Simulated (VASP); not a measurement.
# Si (Fd-3m) in VASP: notebook

Runs on Si. Level: PBE. Tasks: relaxation of cell and atoms.

Program: VASP 6.6.1. These are calculated values, not measurements. Logs are shortened: lines on timing, memory, paths and dates and some standing lists are left out, and cuts for length are marked.

### 1 The crystal as given

It takes space group Fd-3m (No. 227, cubic). Conventional cell: a = 5.444 Å, b = 5.444 Å, c = 5.444 Å, α = 90.00°, β = 90.00°, γ = 90.00°. Around Si (site symmetry -43m) lie 4 Si at 2.36 Å.

### 2 Relaxation of cell and atoms, PBE

INCAR reads:

```
SYSTEM = Si
PREC = Accurate
ENCUT = 580
EDIFF = 1E-7
ISMEAR = -1
SIGMA = 0.05
LREAL = .False.
LASPH = .True.
NELM = 60
ALGO = Normal
ISIF = 3
LWAVE = .False.
LCHARG = .False.
GGA = PE
IBRION = 2
NSW = 60
EDIFFG = -0.02
```

KPOINTS reads:

```
Automatic mesh
0
Gamma
  8 8 8
  0 0 0
```

POSCAR reads:

```
Si
1.0
    0.0000000000      2.7218511865      2.7218511865
    2.7218511865      0.0000000000      2.7218511865
    2.7218511865      2.7218511865      0.0000000000
Si
2
Direct
    0.5000000000      0.5000000000      0.5000000000
    0.7500000000      0.7500000000      0.7500000000
```

Potentials or basis: VASP PAW PBE potentials, release 64 (Si).

Command:

```sh
cat potpaw_PBE.64/Si/POTCAR > POTCAR
mpirun -np 1 vasp_std > vasp.out
```

OUTCAR:

```text
SYSTEM = Si
   PREC = Accurate
   ENCUT = 580
   EDIFF = 1E-7
   ISMEAR = -1
   LREAL = .False.
   LASPH = .True.
   NELM = 60
   ISIF = 3
   GGA = PE
   IBRION = 2
   NSW = 60
   EDIFFG = -0.02

 ion  position               nearest neighbor table
   1  0.500  0.500  0.500-   2 2.36   2 2.36   2 2.36   2 2.36
   2  0.750  0.750  0.750-   1 2.36   1 2.36   1 2.36   1 2.36

  LATTYP: Found a face centered cubic cell.
 ALAT       =     5.4437023730

  Lattice vectors:

 A1 = (   0.0000000000,   2.7218511865,   2.7218511865)
 A2 = (   2.7218511865,   0.0000000000,   2.7218511865)
 A3 = (   2.7218511865,   2.7218511865,   0.0000000000)

Analysis of symmetry for initial positions (statically):
=====================================================================
 Subroutine PRICEL returns:
 Original cell was already a primitive cell.

 Routine SETGRP: Setting up the symmetry group for a
 face centered cubic supercell.

 Subroutine GETGRP returns: Found 48 space group operations
 (whereof 24 operations were pure point group operations)
 out of a pool of 48 trial point group operations.

The static configuration has the point symmetry T_d .
 The point group associated with its full space group is O_h .

Analysis of symmetry for dynamics (positions and initial velocities):
=====================================================================
 Subroutine PRICEL returns:
 Original cell was already a primitive cell.

 Routine SETGRP: Setting up the symmetry group for a
 face centered cubic supercell.

 Subroutine GETGRP returns: Found 48 space group operations
 (whereof 24 operations were pure point group operations)
 out of a pool of 48 trial point group operations.

The dynamic configuration has the point symmetry T_d .
 The point group associated with its full space group is O_h .

 Subroutine INISYM returns: Found 48 space group operations
 (whereof 24 operations are pure point group operations),
 and found     1 'primitive' translations

----------------------------------------------------------------------------------------

                                     Primitive cell

  volume of cell :      40.3295

  direct lattice vectors                    reciprocal lattice vectors
     0.000000000  2.721851186  2.721851186    -0.183698507  0.183698507  0.183698507
     2.721851186  0.000000000  2.721851186     0.183698507 -0.183698507  0.183698507
     2.721851186  2.721851186  0.000000000     0.183698507  0.183698507 -0.183698507

  length of vectors
     3.849278863  3.849278863  3.849278863     0.318175148  0.318175148  0.318175148

  position of ions in fractional coordinates (direct lattice)
     0.500000000  0.500000000  0.500000000
     0.750000000  0.750000000  0.750000000

  ion indices of the primitive-cell ions
   primitive index   ion index
                 1           1
                 2           2

----------------------------------------------------------------------------------------

 KPOINTS: Automatic mesh

Automatic generation of k-mesh.
 Grid dimensions read from file:
 generate k-points for:    8    8    8

 Generating k-lattice:

  Cartesian coordinates                     Fractional coordinates (reciprocal lattice)
    -0.022962313  0.022962313  0.022962313     0.125000000  0.000000000  0.000000000
     0.022962313 -0.022962313  0.022962313     0.000000000  0.125000000  0.000000000
     0.022962313  0.022962313 -0.022962313     0.000000000  0.000000000  0.125000000

  Length of vectors
     0.039771893  0.039771893  0.039771893

  Shift w.r.t. Gamma in fractional coordinates (k-lattice)
     0.000000000  0.000000000  0.000000000

 Subroutine IBZKPT returns following result:
 ===========================================

 Found     29 irreducible k-points:

 Following reciprocal coordinates:
            Coordinates               Weight
  0.000000  0.000000  0.000000      1.000000
  0.125000  0.000000  0.000000      8.000000
  0.250000  0.000000  0.000000      8.000000
  0.375000  0.000000  0.000000      8.000000
  0.500000  0.000000  0.000000      4.000000
  0.125000  0.125000  0.000000      6.000000
[... 16 lines left out ...]
  0.500000  0.250000  0.125000     48.000000
 -0.375000  0.250000  0.125000     24.000000
 [... further k-points ...]
   k-points           NKPTS =     29   k-points in BZ     NKDIM =     29   number of bands    NBANDS=      8
   number of dos      NEDOS =    301   number of ions     NIONS =      2
   total plane-waves  NPLWV =  27000
   dimension x,y,z NGX =    30 NGY =   30 NGZ =   30
   dimension x,y,z NGXF=    60 NGYF=   60 NGZF=   60
   ions per type =               2
   NGX,Y,Z   is equivalent  to a cutoff of  12.96, 12.96, 12.96 a.u.
   NGXF,Y,Z  is equivalent  to a cutoff of  25.91, 25.91, 25.91 a.u.
 SYSTEM =  Si
   PREC   = accura    normal or accurate (medium, high low for compatibility)
   ISTART =      0    job   : 0-new  1-cont  2-samecut
   ICHARG =      2    charge: 1-file 2-atom 10-const
   ISPIN  =      1    spin polarized calculation?
   LNONCOLLINEAR =      F non collinear calculations
   LSORBIT =      F    spin-orbit coupling
   LASPH  =      T    aspherical Exc in radial PAW
   ENCUT  =  580.0 eV  42.63 Ry    6.53 a.u.   7.56  7.56  7.56*2*pi/ulx,y,z
   NELM   =     60;   NELMIN=  2; NELMDL= -5     # of ELM steps
   EDIFF  = 0.1E-06   stopping-criterion for ELM
   LREAL  =      F    real-space projection
   EDIFFG = -.2E-01   stopping-criterion for IOM
   NSW    =     60    number of steps for IOM
   IBRION =      2    ionic relax: 0-MD 1-quasi-New 2-CG
   NFREE  =      1    steps in history (QN), initial steepest desc. (CG)
   ISIF   =      3    stress and relaxation
   ISYM   =      2    0-nonsym 1-usesym 2-fastsym
   POTIM  = 0.5000    time-step for ionic-motion
   TEBEG  =    0.0;   TEEND  =   0.0 temperature during run
   PSTRESS=    0.0 pullay stress
   NELECT =       8.0000    total number of electrons
   NUPDOWN=      -1.0000    fix difference up-down
   EMIN   =  10.00;   EMAX   =-10.00  energy-range for DOS
   EFERMI =   0.00;   METHOD = LEGACY
   ISMEAR =    -1;   SIGMA  =   0.05  broadening in eV -4-tet -1-fermi 0-gaus
   EFERMI_NEDOS =   21; number of points for ismear=-14 and -15
   IALGO  =     38    algorithm
   IMIX   =      4    mixing-type and parameters
     AMIX     =   0.40;   BMIX     =  1.00
     AMIX_MAG =   1.60;   BMIX_MAG =  1.00
  volume/ion in A,a.u.               =      20.16       136.08
  Fermi-wavevector in a.u.,A,eV,Ry     =   0.954766  1.804247 12.402783  0.911579
  Thomas-Fermi vector in A             =   2.083543
   LORBIT       =      0    0 simple, 1 ext, 2 COOP (PROOUT), +10 PAW based schemes
   GGA     = PE    functional components
   LHFCALC =     F    Hartree Fock is set to
   AEXX    =    0.0000 exact exchange contribution
   IVDW    =     0    specifies the selected vdW correction
   LEPSILON=     F    determine dielectric tensor
   LRPA    =     F    only Hartree local field effects (RPA)
 conjugate gradient relaxation of ions
 non-spin polarized calculation
  energy-cutoff  :      580.00
  volume of cell :       40.33
 maximum number of plane-waves:      1303
   NGX = 15   NGY = 15   NGZ = 15

--------------------------------------- Ionic step        1  -------------------------------------------

 number of electron       8.0000001 magnetization

 Free energy of the ion-electron system (eV)
  ---------------------------------------------------
  ext. energy  EPLUGINS =         0.00000000
  ---------------------------------------------------
  free energy    TOTEN  =       -10.84398485 eV

  energy without entropy =      -10.84395936  energy(sigma->0) =      -10.84397211

------------------------ aborting loop because EDIFF is reached ----------------------------------------

  FORCE on cell =-STRESS in cart. coord.  units (eV):
  Direction    XX          YY          ZZ          XY          YZ          ZX
  --------------------------------------------------------------------------------------
  -------------------------------------------------------------------------------------
  Total        0.3186776      0.3186776      0.3186776     -0.0000000      0.0000000     -0.0000000
  in kB       12.6601546     12.6601546     12.6601546     -0.0000000      0.0000000     -0.0000000
  external PRESSURE =      12.6601546 kB  Pullay stress =       0.0000000 kB
[... 57 lines left out ...]
  energy  without entropy=      -10.8451752172  energy(sigma->0) =      -10.84518441

--------------------------------------- Ionic step        3  -------------------------------------------

 number of electron       8.0000001 magnetization

 Free energy of the ion-electron system (eV)
  ---------------------------------------------------
  ext. energy  EPLUGINS =         0.00000000
  ---------------------------------------------------
  free energy    TOTEN  =       -10.84615504 eV

  energy without entropy =      -10.84613410  energy(sigma->0) =      -10.84614457

 E-fermi :   5.9229     XC(G=0):  -9.3264

 val. band max:        5.6178840941   @ k =   0.0000   0.0000   0.0000
 cond. band min:       6.2679097841   @ k =   0.3750   0.3750   0.0000
 fundamental gap:      0.6500256900
 Fermi energy:         5.9228655600

 k-point     1 :       0.0000    0.0000    0.0000
  band No.  band energies     occupation
      1      -6.1972      2.00000
      2       5.6179      1.99552
      3       5.6179      1.99552
      4       5.6179      1.99552
      5       8.1742      0.00000
      6       8.1742      0.00000
      7       8.1742      0.00000
      8       8.7523      0.00000
[... 243 lines left out ...]
 k-point    24 :      -0.3750    0.2500    0.1250
  band No.  band energies     occupation
      1      -3.3885      2.00000
      2      -1.0897      2.00000
      3       2.2302      2.00000
      4       3.5070      2.00000
      5       8.6417      0.00000
      6       8.7640      0.00000
      7      11.4649      0.00000
      8      12.6842      0.00000

 [... further k-points ...]

------------------------ aborting loop because EDIFF is reached ----------------------------------------

  FORCE on cell =-STRESS in cart. coord.  units (eV):
  Direction    XX          YY          ZZ          XY          YZ          ZX
  --------------------------------------------------------------------------------------
  -------------------------------------------------------------------------------------
  Total        0.0013162      0.0013162      0.0013162     -0.0000000     -0.0000000     -0.0000000
  in kB        0.0515744      0.0515744      0.0515744     -0.0000000     -0.0000000     -0.0000000
  external PRESSURE =       0.0515744 kB  Pullay stress =       0.0000000 kB
[... 17 lines left out ...]
  FREE ENERGIE OF THE ION-ELECTRON SYSTEM (eV)
  ---------------------------------------------------
  free  energy   TOTEN  =       -10.8461550357 eV

  energy  without entropy=      -10.8461341012  energy(sigma->0) =      -10.84614457

 reached required accuracy - stopping structural energy minimisation
```

Wall time 11 s (1 thread of Intel Xeon 6975P-C (Granite Rapids), shared host); peak memory 0.16 GiB.

What came out:

| Item | Value |
| --- | --- |
| Free energy | -10.8462 eV |
| Relaxed volume | 20.44 Å³/atom |
| Relaxed cell | a = 3.867 Å, b = 3.867 Å, c = 3.867 Å, α = 60.00°, β = 60.00°, γ = 60.00° |
| Space group after relaxing (to 0.05 Å) | Fd-3m (No. 227) |
| Energy gained by relaxing | 1.1 meV/atom |
| Ionic steps | 3 |
| Pressure after relaxing | 0.0 GPa |
| Band gap on the k mesh | 0.65 eV, indirect (least direct gap 2.56 eV) |

The path:
```csv
step,energy change (eV),largest force (eV/Å),pressure (GPa),volume (Å³)
1,0.0000,0.0000,1.27,40.33
2,-0.0012,0.0000,-0.80,41.27
3,-0.0022,0.0000,0.01,40.89
```

Final structure:
```xyz
2
Lattice="0.0000 2.7343 2.7343 2.7343 0.0000 2.7343 2.7343 2.7343 0.0000" Properties=species:S:1:pos:R:3 pbc="T T T"
Si    2.7343    2.7343    2.7343
Si    4.1015    4.1015    4.1015
```

Levels at points of the mesh, in eV from the valence-band top:
```tsv
k point	band 1	band 2	band 3	band 4	band 5	band 6	band 7	band 8
(0.00, 0.00, 0.00)	-11.82	0.00	0.00	0.00	2.56	2.56	2.56	3.13
(0.50, 0.00, 0.00)	-9.54	-6.87	-1.18	-1.18	1.47	3.35	3.35	7.70
(0.50, 0.50, 0.00)	-7.75	-7.75	-2.79	-2.79	0.75	0.75	9.94	9.94
```

### 3 Relaxation of cell and atoms, PBE

INCAR reads:

```
PREC     = Accurate       # precision mode
ENCUT    = 600            # plane-wave cutoff, eV
EDIFF    = 1E-6           # SCF threshold, eV
ISMEAR   = -1             # smearing method
SIGMA    = 0.05           # smearing width, eV
LREAL    = F              # projectors in reciprocal space
LASPH    = T              # aspherical terms in the spheres
NELM     = 60             # most SCF steps
ALGO     = Fast           # electronic algorithm
ISIF     = 3              # what is computed and relaxed
LWAVE    = F              # write WAVECAR
LCHARG   = F              # write CHGCAR
GGA      = PE             # functional
IBRION   = 2              # ionic algorithm
NSW      = 60             # ionic steps
EDIFFG   = -0.01          # ionic threshold
```

KPOINTS reads:

```
regular mesh
0
Gamma
  8 8 8
```

POSCAR is that of step 2.

Potentials or basis: VASP PAW PBE potentials, release 64 (Si).

Command:

```sh
cat potpaw_PBE.64/Si/POTCAR > POTCAR
mpirun -np 1 vasp_std > vasp.out
```

It took 9.4 s on 1 thread of Intel Xeon 6975P-C (Granite Rapids), shared host; peak memory 0.17 GiB.

It converged, with:

| Quantity | Value |
| --- | --- |
| Free energy | -10.8462 eV |
| Relaxed volume | 20.44 Å³/atom |
| Relaxed cell | a = 3.867 Å, b = 3.867 Å, c = 3.867 Å, α = 60.00°, β = 60.00°, γ = 60.00° |
| Space group after relaxing (to 0.05 Å) | Fd-3m (No. 227) |
| Energy gained by relaxing | 1.1 meV/atom |
| Ionic steps | 3 |
| Pressure after relaxing | 0.0 GPa |
| Band gap on the k mesh | 0.65 eV, indirect (least direct gap 2.56 eV) |

Step by step:
```csv
step,energy change (eV),largest force (eV/Å),pressure (GPa),volume (Å³)
1,0.0000,0.0000,1.27,40.33
2,-0.0012,0.0000,-0.80,41.27
3,-0.0022,0.0000,0.01,40.89
```

Final structure:
```xyz
2
Lattice="0.0000 2.7344 2.7344 2.7344 0.0000 2.7344 2.7344 2.7344 0.0000" Properties=species:S:1:pos:R:3 pbc="T T T"
Si    2.7344    2.7344    2.7344
Si    4.1015    4.1015    4.1015
```

Levels at points of the mesh, in eV from the valence-band top:
```tsv
k point	band 1	band 2	band 3	band 4	band 5	band 6	band 7	band 8
(0.00, 0.00, 0.00)	-11.81	0.00	0.00	0.00	2.56	2.56	2.56	3.13
(0.50, 0.00, 0.00)	-9.54	-6.87	-1.18	-1.18	1.47	3.35	3.35	7.70
(0.50, 0.50, 0.00)	-7.75	-7.75	-2.79	-2.79	0.75	0.75	9.94	9.94
```

A k mesh can miss the band edges. A hybrid or GW would open this gap; PBE tends to underestimate it.

### 4 Relaxation of cell and atoms, PBE

INCAR reads:

```
ALGO = Fast ; EDIFF = 1E-6
EDIFFG = -0.01 ; ENCUT = 680
GGA = PE ; IBRION = 2
ISIF = 3 ; ISMEAR = -1
LASPH = T ; LCHARG = F
LREAL = F ; LWAVE = F
NELM = 80 ; NSW = 60
PREC = Accurate ; SIGMA = 0.05
```

KPOINTS reads:

```
k-points
0
Gamma
  8 8 8
```

POSCAR is that of step 3.

Potentials or basis: VASP PAW PBE potentials, release 64 (Si_GW).

Command:

```sh
cat potpaw_PBE.64/Si_GW/POTCAR > POTCAR
mpirun -np 1 vasp_std > vasp.out
```

It took 18 s on 1 thread of Intel Xeon 6975P-C (Granite Rapids), shared host; peak memory 0.2 GiB.

It converged, with:

```
Free energy                            : -10.8413 eV
Relaxed volume                         : 20.46 Å³/atom
Relaxed cell                           : a = 3.868 Å, b = 3.868 Å, c = 3.868 Å, α = 60.00°, β = 60.00°, γ = 60.00°
Space group after relaxing (to 0.05 Å) : Fd-3m (No. 227)
Energy gained by relaxing              : 1.2 meV/atom
Ionic steps                            : 3
Pressure after relaxing                : 0.0 GPa
Band gap on the k mesh                 : 0.65 eV, indirect (least direct gap 2.55 eV)
```

Step by step:
```tsv
step	energy change (eV)	largest force (eV/Å)	pressure (GPa)	volume (Å³)
1	0.0000	0.0000	1.33	40.33
2	-0.0014	0.0000	-0.83	41.31
3	-0.0024	0.0000	0.00	40.92
```

Final structure:
```
Si
1.0
     0.00000    2.73503    2.73503
     2.73503    0.00000    2.73503
     2.73503    2.73503    0.00000
Si
2
Direct
  0.50000 0.50000 0.50000
  0.75000 0.75000 0.75000
```

Levels at points of the mesh, in eV from the valence-band top:
```tsv
k point	band 1	band 2	band 3	band 4	band 5	band 6	band 7	band 8
(0.00, 0.00, 0.00)	-11.81	0.00	0.00	0.00	2.55	2.55	2.55	3.11
(0.50, 0.00, 0.00)	-9.54	-6.87	-1.18	-1.18	1.46	3.35	3.35	7.70
(0.50, 0.50, 0.00)	-7.75	-7.75	-2.80	-2.80	0.75	0.75	9.92	9.92
```

A k mesh can miss the band edges. Expect the measured gap to be larger: semilocal functionals such as PBE lack the derivative discontinuity.

### 5 Relaxation of cell and atoms, PBE

INCAR reads:

```
  PREC = Accurate
  ENCUT = 630
  EDIFF = 1E-6
  ISMEAR = -1
  SIGMA = 0.05
  LREAL = F
  LASPH = T
  NELM = 100
  ALGO = Fast
  ISIF = 3
  LWAVE = F
  LCHARG = F
  GGA = PE
  IBRION = 2
  NSW = 40
  EDIFFG = -0.01
```

KPOINTS reads:

```
Automatic mesh
0
Gamma
  8 8 8
```

POSCAR is that of step 4.

Command:

```sh
cat potpaw_PBE.64/Si_GW/POTCAR > POTCAR
mpirun -np 1 vasp_std > vasp.out
```

It took 12 s on 1 thread of Intel Xeon 6975P-C (Granite Rapids), shared host; peak memory 0.19 GiB.

It converged, with:

```yaml
Free_energy: -10.8413 eV
Relaxed_volume: 20.46 Å³/atom
Relaxed_cell: a = 3.868 Å, b = 3.868 Å, c = 3.868 Å, α = 60.00°, β = 60.00°, γ = 60.00°
Space_group_after_relaxing_to_0.05_Å: Fd-3m (No. 227)
Energy_gained_by_relaxing: 1.2 meV/atom
Ionic_steps: 3
Pressure_after_relaxing: 0.0 GPa
Band_gap_on_the_k_mesh: 0.65 eV, indirect (least direct gap 2.55 eV)
```

Step by step:
| step | energy change (eV) | largest force (eV/Å) | pressure (GPa) | volume (Å³) |
| --- | --- | --- | --- | --- |
| 1 | 0.0000 | 0.0000 | 1.33 | 40.33 |
| 2 | -0.0014 | 0.0000 | -0.83 | 41.31 |
| 3 | -0.0024 | 0.0000 | 0.00 | 40.92 |

Final structure:
```cif
data_structure
_symmetry_space_group_name_H-M 'P 1'
_symmetry_Int_Tables_number 1
_cell_length_a 3.8679
_cell_length_b 3.8679
_cell_length_c 3.8679
_cell_angle_alpha 60.000
_cell_angle_beta 60.000
_cell_angle_gamma 60.000
_cell_volume 40.92
loop_
_atom_site_label
_atom_site_type_symbol
_atom_site_fract_x
_atom_site_fract_y
_atom_site_fract_z
_atom_site_occupancy
Si1 Si 0.50000 0.50000 0.50000 1
Si2 Si 0.75000 0.75000 0.75000 1
```

Levels at points of the mesh, in eV from the valence-band top:
```csv
k point,band 2,band 3,band 4,band 5,band 6,band 7
"(0.00, 0.00, 0.00)",0.00,0.00,0.00,2.55,2.55,2.55
"(0.50, 0.00, 0.00)",-6.87,-1.18,-1.18,1.46,3.35,3.35
"(0.50, 0.50, 0.00)",-7.75,-2.80,-2.80,0.75,0.75,9.92
```

### 6 For comparison

An earlier run on the cell as given: functional PBE; potentials or basis VASP PAW PBE potentials, release 64 (Si); cutoff 520 eV; k mesh 8 × 8 × 8; occupations fermi-dirac, width 0.05 eV; no spin polarisation.

- Pressure: 1.3 GPa
- Band gap on the k mesh: 0.63 eV, indirect (least direct gap 2.56 eV)

### 7 Summary

```tsv
task	potentials or basis	cell	cutoff (eV)	gap on the mesh (eV)	pressure (GPa)	relaxed volume (Å³/atom)
relaxation of cell and atoms	VASP PAW PBE potentials, release 64 (Si)	relaxed	580	0.65	0.0	20.44
relaxation of cell and atoms	VASP PAW PBE potentials, release 64 (Si)	relaxed	600	0.65	0.0	20.44
relaxation of cell and atoms	VASP PAW PBE potentials, release 64 (Si_GW)	relaxed	680	0.65	0.0	20.46
relaxation of cell and atoms	VASP PAW PBE potentials, release 64 (Si_GW)	relaxed	630	0.65	0.0	20.46
single point	VASP PAW PBE potentials, release 64 (Si)	as given	520	0.63	1.3	-
```

Alike in all rows: level PBE; no spin polarisation; k mesh 8 × 8 × 8; smearing fermi-dirac 0.05 eV.

Absolute energies hang on the potentials; compare differences alone.
